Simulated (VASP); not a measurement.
Here is a VASP 6.6.1 calculation.

The input POSCAR:

```
CaS
1.0
    0.0000000000      2.7620882200      2.7620882200
    2.7620882200      0.0000000000      2.7620882200
    2.7620882200      2.7620882200      0.0000000000
Ca S
1 1
Direct
    0.0000000000      0.0000000000      0.0000000000
    0.5000000000      0.5000000000      0.5000000000
```

INCAR.step1

```
ALGO = Normal
EDIFF = 1E-4
ENCUT = 520
GGA = PE
ISMEAR = 0
LASPH = T
LCHARG = F
LREAL = F
LWAVE = T
NBANDS = 15
NELM = 100
PREC = Accurate
SIGMA = 0.02
```

Contents of INCAR.step2:

```
ALGO = Normal
EDIFF = 1E-7
ENCUT = 520
ISIF = 2
ISMEAR = 0
ISTART = 1
LASPH = T
LCHARG = T
LELF = T
LMIXTAU = T
LREAL = F
LVHAR = T
LWAVE = F
METAGGA = R2SCAN
NBANDS = 15
NELM = 100
PREC = Accurate
SIGMA = 0.02
```

KPOINTS

```
k-points
0
Gamma
  8 8 8
```

Potentials or basis: VASP PAW PBE potentials, release 64 (Ca_sv, S).

The run is started by

```console
$ cat potpaw_PBE.64/Ca_sv/POTCAR potpaw_PBE.64/S/POTCAR > POTCAR
$ cp INCAR.step1 INCAR
$ mpirun -np 1 vasp_std > vasp.out
$ cp INCAR.step2 INCAR
$ mpirun -np 1 vasp_std > vasp.out
```

Estimate the band gap on the k mesh.

2.56 eV, indirect (least direct gap 3.45 eV).

What does it give for the pressure?

7.2 GPa.

Caveat: the PAW data sets were made with another functional, which shifts forces and pressure a little. A k mesh can miss the band edges.
